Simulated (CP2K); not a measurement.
# MoP (P-6m2) in CP2K: relaxation of cell and atoms with LDA

Aim: the relaxation of cell and atoms of MoP with LDA.

Everything below comes from runs of CP2K 2026.2. Logs are shortened: lines on timing, memory, paths and dates and some standing lists are left out, and cuts for length are marked.

## 1. The structure

Symmetry: P-6m2, No. 187, hexagonal system. Conventional cell: a = 3.223 Å, b = 3.223 Å, c = 3.191 Å, α = 90.00°, β = 90.00°, γ = 120.00°. Around Mo (site symmetry -6m2) lie 6 P at 2.45 Å. P (site symmetry -6m2) has 6 Mo at 2.45 Å as nearest neighbours.

## 2. Relaxation of cell and atoms, LDA

File mop_vcrelax.inp:

```
&GLOBAL
  PROJECT mop_vcrelax
  RUN_TYPE CELL_OPT
  PRINT_LEVEL LOW
&END GLOBAL
&FORCE_EVAL
  METHOD QS
  STRESS_TENSOR ANALYTICAL
  &DFT
    BASIS_SET_FILE_NAME BASIS_MOLOPT_UZH
    POTENTIAL_FILE_NAME GTH_POTENTIALS
    &MGRID
      CUTOFF 450
      REL_CUTOFF 60
      NGRIDS 5
    &END MGRID
    &QS
      METHOD GPW
      EPS_DEFAULT 1.0E-9
      EXTRAPOLATION USE_PREV_P
    &END QS
    &KPOINTS
      SCHEME MONKHORST-PACK 7 7 6
      GAMMA_CENTERED T
    &END KPOINTS
    &SCF
      SCF_GUESS ATOMIC
      EPS_SCF 1.0E-6
      MAX_SCF 100
      ADDED_MOS 13
      CHOLESKY OFF
      EPS_EIGVAL 1.0E-7
      &DIAGONALIZATION ON
        ALGORITHM STANDARD
      &END DIAGONALIZATION
      &MIXING ON
        METHOD BROYDEN_MIXING
        ALPHA 0.4
        BETA 1.5
        NBUFFER 8
      &END MIXING
      &SMEAR ON
        METHOD FERMI_DIRAC
        ELECTRONIC_TEMPERATURE 580.23
      &END SMEAR
    &END SCF
    &XC
      &XC_FUNCTIONAL
        &LDA_X
        &END LDA_X
        &LDA_C_PW
        &END LDA_C_PW
      &END XC_FUNCTIONAL
    &END XC
    &PRINT
      &KPOINTS ON
      &END KPOINTS
      &MULLIKEN ON
        &EACH
          CELL_OPT 0
        &END EACH
        ADD_LAST NUMERIC
      &END MULLIKEN
      &MO ON
        ENERGIES T
        OCCUPATION_NUMBERS T
        &EACH
          QS_SCF 0
          CELL_OPT 0
        &END EACH
        ADD_LAST NUMERIC
      &END MO
      &LOWDIN ON
        &EACH
          CELL_OPT 0
        &END EACH
        ADD_LAST NUMERIC
      &END LOWDIN
      &HIRSHFELD ON
        SHAPE_FUNCTION DENSITY
        &EACH
          CELL_OPT 0
        &END EACH
        ADD_LAST NUMERIC
      &END HIRSHFELD
    &END PRINT
  &END DFT
  &SUBSYS
    &CELL
      A 3.2230000000 0.0000000000 0.0000000000
      B -1.6115000000 2.7911998764 0.0000000000
      C 0.0000000000 0.0000000000 3.1910000000
      PERIODIC XYZ
    &END CELL
    &COORD
      SCALED
      Mo  0.0000000000 0.0000000000 0.0000000000
      P   0.3333333333 0.6666666667 0.5000000000
    &END COORD
    &KIND Mo
      BASIS_SET TZVP-MOLOPT-PBE-GTH-q14
      POTENTIAL GTH-PADE-q14
    &END KIND
    &KIND P
      BASIS_SET TZVP-MOLOPT-PBE-GTH-q5
      POTENTIAL GTH-PADE-q5
    &END KIND
    &PRINT
      &ATOMIC_COORDINATES ON
      &END ATOMIC_COORDINATES
      &CELL ON
      &END CELL
    &END PRINT
  &END SUBSYS
  &PRINT
    &FORCES ON
    &END FORCES
    &STRESS_TENSOR ON
    &END STRESS_TENSOR
  &END PRINT
&END FORCE_EVAL
&MOTION
  &CELL_OPT
    OPTIMIZER LBFGS
    MAX_ITER 40
    MAX_FORCE [eV*angstrom^-1] 0.05
    RMS_FORCE [eV*angstrom^-1] 0.05
    MAX_DR 1.0E-2
    RMS_DR 1.0E-2
    EXTERNAL_PRESSURE [bar] 0.0
    PRESSURE_TOLERANCE [bar] 200
    KEEP_ANGLES T
  &END CELL_OPT
  &PRINT
    &TRAJECTORY ON
    &END TRAJECTORY
    &CELL ON
    &END CELL
    &FORCES ON
    &END FORCES
    &STRESS ON
    &END STRESS
    &RESTART OFF
    &END RESTART
    &RESTART_HISTORY OFF
    &END RESTART_HISTORY
  &END PRINT
&END MOTION
```

Potentials or basis: GTH_POTENTIALS Mo GTH-PADE-q14, P GTH-PADE-q5; TZVP-MOLOPT-PBE-GTH basis.

On the command line:

```bash
$ OMP_NUM_THREADS=2 cp2k.psmp -i mop_vcrelax.inp -o mop_vcrelax.out
```

mop_vcrelax.out:

```text

 CP2K| version string:                                       CP2K version 2026.2
 CP2K| Input file name                                           mop_vcrelax.inp

 GLOBAL| Force Environment number                                              1
 GLOBAL| Basis set file name                                    BASIS_MOLOPT_UZH
 GLOBAL| Potential file name                                      GTH_POTENTIALS
 GLOBAL| MM Potential file name                                     MM_POTENTIAL
 GLOBAL| Coordinate file name                                      __STD_INPUT__
 GLOBAL| Method name                                                        CP2K
 GLOBAL| Project name                                                mop_vcrelax
 GLOBAL| Run type                                                       CELL_OPT
 GLOBAL| FFT library                                                       FFTW3
 GLOBAL| Diagonalization library                                       ScaLAPACK
 GLOBAL| Cholesky decomposition library                                ScaLAPACK
 GLOBAL| DGEMM library                                                      BLAS
 GLOBAL| Direct generalized diagonalization requested                          F
 GLOBAL| Matrix multiplication library                                 ScaLAPACK
 GLOBAL| Global print level                                                  LOW
 GLOBAL| Total number of message passing processes                             1
 GLOBAL| Number of threads for this process                                    2
 GLOBAL| CPU model name                                                  UNKNOWN

 CELL| Volume [angstrom^3]:                                            28.706355
 CELL| Vector a [angstrom]:       3.223     0.000     0.000   |a| =     3.223000
 CELL| Vector b [angstrom]:      -1.611     2.791     0.000   |b| =     3.223000
 CELL| Vector c [angstrom]:       0.000     0.000     3.191   |c| =     3.191000
 CELL| Angle (b,c), alpha [degree]:                                    90.000000
 CELL| Angle (a,c), beta  [degree]:                                    90.000000
 CELL| Angle (a,b), gamma [degree]:                                   120.000000
 CELL| Numerically orthorhombic:                                              NO
 CELL| Periodicity                                                           XYZ

 CELL_REF| Volume [angstrom^3]:                                        28.706355
 CELL_REF| Vector a [angstrom     3.223     0.000     0.000   |a| =     3.223000
 CELL_REF| Vector b [angstrom    -1.611     2.791     0.000   |b| =     3.223000
 CELL_REF| Vector c [angstrom     0.000     0.000     3.191   |c| =     3.191000
 CELL_REF| Angle (b,c), alpha [degree]:                                90.000000
 CELL_REF| Angle (a,c), beta  [degree]:                                90.000000
 CELL_REF| Angle (a,b), gamma [degree]:                               120.000000
 CELL_REF| Numerically orthorhombic:                                          NO
 CELL_REF| Periodicity                                                       XYZ

[... 9 lines left out ...]

  Total number of            - Atomic kinds:                                   2
                             - Atoms:                                          2
                             - Shell sets:                                     2
                             - Shells:                                        18
                             - Primitive Cartesian functions:                 10
                             - Cartesian basis functions:                     59
                             - Spherical basis functions:                     52

  Maximum angular momentum of- Orbital basis functions:                        3
                             - Local part of the GTH pseudopotential:          2
                             - Non-local part of the GTH pseudopotential:      4

 MODULE QUICKSTEP: ATOMIC COORDINATES IN ANGSTROM

   Atom Kind Element         X             Y             Z       Z(eff)     Mass
      1    1 Mo   42      0.000000      0.000000      0.000000  14.0000  95.9600
      2    2 P    15     -0.000000      1.860800      1.595500   5.0000  30.9738

 SCF PARAMETERS         Density guess:                                    ATOMIC
                        --------------------------------------------------------
                        max_scf:                                             100
                        max_scf_history:                                       0
                        max_diis:                                              4
[... 5 lines left out ...]
                        --------------------------------------------------------
                        level_shift [a.u.]:                             0.000000
                        added MOs                                        13    0
                        --------------------------------------------------------
                        Mixing method:                            BROYDEN_MIXING
[... 11 lines left out ...]
 *******************************************************************************
 BRILLOUIN| K-point scheme                                        Monkhorst-Pack
[... 334 lines left out ...]
 OPT|
 OPT| RMS step size                                                 0.0244243023
 OPT| Convergence limit for RMS step size                           0.0100000000
 OPT| RMS step size is converged                                              NO
 OPT|
 OPT| Maximum gradient                                              0.0011096822
 OPT| Convergence limit for maximum gradient                        0.0009723453
 OPT| Maximum gradient is converged                                           NO
 OPT|
 OPT| RMS gradient                                                  0.0004542444
 OPT| Convergence limit for RMS gradient                            0.0009723453
 OPT| RMS gradient is converged                                              YES
 OPT|
 OPT| Pressure deviation [bar]                                  -7318.4818231159
 OPT| Pressure tolerance [bar]                                    200.0000000000
 OPT| Pressure is converged                                                   NO
 OPT| **************************************************************************

 --------------------------
 OPTIMIZATION STEP:      2
 --------------------------

 CELL| Volume [angstrom^3]:                                            27.933086
 CELL| Vector a [angstrom]:       3.194     0.000     0.000   |a| =     3.193850
 CELL| Vector b [angstrom]:      -1.597     2.766     0.000   |b| =     3.193850
 CELL| Vector c [angstrom]:       0.000     0.000     3.162   |c| =     3.161981
 CELL| Angle (b,c), alpha [degree]:                                    90.000000
 CELL| Angle (a,c), beta  [degree]:                                    90.000000
 CELL| Angle (a,b), gamma [degree]:                                   120.000000
 CELL| Numerically orthorhombic:                                              NO
 CELL| Periodicity                                                           XYZ
[... 70 lines left out ...]
 L-BFGS| At iterate    2    f= -7.49098D+01    |proj g|=  5.08227D-04

 OPT| **************************************************************************
 OPT| Step number                                                              2
 OPT| Optimization method                                                  LBFGS
 OPT| Total energy [hartree]                                      -74.9097539895
 OPT| Internal pressure [bar]                                      56.2293082686
 OPT| Effective energy change [hartree]                            -0.0000122065
 OPT| Decrease in energy                                                     YES
 OPT|
 OPT| Maximum step size                                             0.0091010125
 OPT| Convergence limit for maximum step size                       0.0100000000
 OPT| Maximum step size is converged                                         YES
 OPT|
 OPT| RMS step size                                                 0.0037209471
 OPT| Convergence limit for RMS step size                           0.0100000000
 OPT| RMS step size is converged                                             YES
 OPT|
 OPT| Maximum gradient                                              0.0005082269
 OPT| Convergence limit for maximum gradient                        0.0009723453
 OPT| Maximum gradient is converged                                          YES
 OPT|
 OPT| RMS gradient                                                  0.0001770188
 OPT| Convergence limit for RMS gradient                            0.0009723453
 OPT| RMS gradient is converged                                              YES
 OPT|
 OPT| Pressure deviation [bar]                                     56.2293082686
 OPT| Pressure tolerance [bar]                                    200.0000000000
 OPT| Pressure is converged                                                  YES
 OPT| **************************************************************************

 *******************************************************************************
 ***                    GEOMETRY OPTIMIZATION COMPLETED                      ***
 *******************************************************************************

 write_final_structure: Optimization converged, writing XYZ file gladly:
  mop_vcrelax-FINAL-1_2.xyz

 write_final_structure: Optimization converged, writing CIF file gladly:
  mop_vcrelax-FINAL-1_2.cif

 write_final_structure: Done!

                    Reevaluating energy at the minimum

 CELL| Volume [angstrom^3]:                                            27.933086
 CELL| Vector a [angstrom]:       3.194     0.000     0.000   |a| =     3.193850
 CELL| Vector b [angstrom]:      -1.597     2.766     0.000   |b| =     3.193850
 CELL| Vector c [angstrom]:       0.000     0.000     3.162   |c| =     3.161981
 CELL| Angle (b,c), alpha [degree]:                                    90.000000
 CELL| Angle (a,c), beta  [degree]:                                    90.000000
 CELL| Angle (a,b), gamma [degree]:                                   120.000000
 CELL| Numerically orthorhombic:                                              NO
 CELL| Periodicity                                                           XYZ
[... 436 lines left out ...]
 MO|     22               1.424554              38.764093               0.000000
 MO|     23               1.462690              39.801830               0.000000
 MO| Sum:                                                              18.000000
 MO| E(Fermi):            0.533999 a.u.         14.530848 eV

 [... the levels of further k-points ...]

 !-----------------------------------------------------------------------------!
                     Mulliken Population Analysis

 #  Atom  Element  Kind  Atomic population                           Net charge
       1     Mo       1         14.494824                             -0.494824
       2     P        2          4.505176                              0.494824
 # Total charge                             19.000000                 -0.000000

 !-----------------------------------------------------------------------------!

 !-----------------------------------------------------------------------------!
                           Hirshfeld Charges

  #Atom  Element  Kind  Ref Charge     Population                    Net charge
      1       Mo     1      14.000         13.831                         0.169
      2       P      2       5.000          5.169                        -0.169

  Total Charge                                                            0.000
 !-----------------------------------------------------------------------------!

 LOWDIN POPULATION ANALYSIS

 #  Atom  Element  Kind  Atomic population                           Net charge
       1     Mo       1         15.185643                             -1.185643
       2     P        2          3.814357                              1.185643
 # Total charge                             19.000000                 -0.000000

 ENERGY| Total FORCE_EVAL ( QS ) energy [hartree]            -74.909753987204184
```

It took 2.9 min on 2 threads of Arm Neoverse V1, shared host; peak memory 0.34 GiB.

Results:

| Quantity | Value |
| --- | --- |
| Free energy | -2038.3981 eV |
| Relaxed volume | 13.97 Å³/atom |
| Relaxed cell | a = 3.194 Å, b = 3.194 Å, c = 3.162 Å, α = 90.00°, β = 90.00°, γ = 120.00° |
| Space group after relaxing (to 0.05 Å) | P-6m2 (No. 187) |
| Pressure after relaxing | 0.0 GPa |
| Band gap on the k mesh | none (metal or under the smearing width) |
| Mulliken charges | Mo -0.49; P +0.49 e |
| Hirshfeld charges | Mo +0.17; P -0.17 e |

Stress tensor (GPa, compression positive):
```
-0.23  0.00  0.00
 0.00 -0.23  0.00
 0.00  0.00  0.47
```

Step by step:
| step | energy change (eV) | largest force (eV/Å) | volume (Å³) |
| --- | --- | --- | --- |
| 1 | 0.0000 | 0.0000 | 28.02 |
| 2 | -0.0003 | 0.0000 | 27.93 |
| 3 | -0.0003 | 0.0000 | 27.93 |

Final structure:
```yaml
crystal:
  lattice:
    - [3.19385, 0.00000, 0.00000]
    - [-1.59693, 2.76596, 0.00000]
    - [0.00000, 0.00000, 3.16198]
  atoms:
    - { symbol: Mo, position: [0.00000, 0.00000, 0.00000] }
    - { symbol: P, position: [0.33333, 0.66667, 0.50000] }
```

Levels at points of the mesh, in eV from the Fermi level:
| k point | band 7 | band 8 | band 9 | band 10 | band 11 | band 12 |
| --- | --- | --- | --- | --- | --- | --- |
| (0.00, 0.00, 0.00) | -3.32 | -3.32 | -0.64 | 0.40 | 0.40 | 4.38 |
| (0.00, 0.00, 0.50) | -2.76 | -2.76 | -1.68 | -1.68 | 1.46 | 3.10 |

Caveat: Mulliken charges move with the basis; the printed path begins after the first move; the basis of atomic orbitals isn't converged, which shifts pressures, moduli and gaps. Zero-point motion and thermal expansion aren't in these numbers.
